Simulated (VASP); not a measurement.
## MgS: single point with LDA

The system is MgS.

```
S Mg
1.0
     0.00000    2.83312    2.83312
     2.83312    0.00000    2.83312
     2.83312    2.83312    0.00000
S Mg
1 1
Direct
  0.25000 0.25000 0.25000
  0.00000 0.00000 0.00000
```

The cell comes from a database or a generator and needn't be the stable form of this composition.

- Program: VASP 6.6.1
- Task: single point
- Functional: LDA
- Potentials or basis: VASP PAW LDA potentials, release 64 (S, Mg)
- Cutoff: 500 eV
- k mesh: 8 × 8 × 8
- Occupations: gaussian, width 0.05 eV
- Spin: no spin polarisation
- Further INCAR settings: ALGO = Normal; EDIFF = 1e-06; NBANDS = 11

The pressure is -2.5 GPa. The band gap on the k mesh is 3.18 eV, direct.

Levels at points of the mesh, in eV from the valence-band top:
| k point | band 1 | band 2 | band 3 | band 4 | band 5 | band 6 | band 7 | band 8 |
| --- | --- | --- | --- | --- | --- | --- | --- | --- |
| (0.00, 0.00, 0.00) | -11.23 | 0.00 | 0.00 | 0.00 | 3.18 | 7.76 | 7.76 | 7.76 |
| (0.50, 0.00, 0.00) | -10.53 | -3.20 | -0.33 | -0.33 | 4.86 | 7.46 | 7.46 | 8.36 |
| (0.50, 0.50, 0.00) | -10.31 | -2.88 | -1.06 | -1.06 | 3.66 | 5.43 | 10.86 | 11.99 |

It took 6.4 s on 1 thread of AMD EPYC 9R45 (Zen 5), on a shared host, peak memory 0.12 GiB.

A k mesh can miss the band edges.
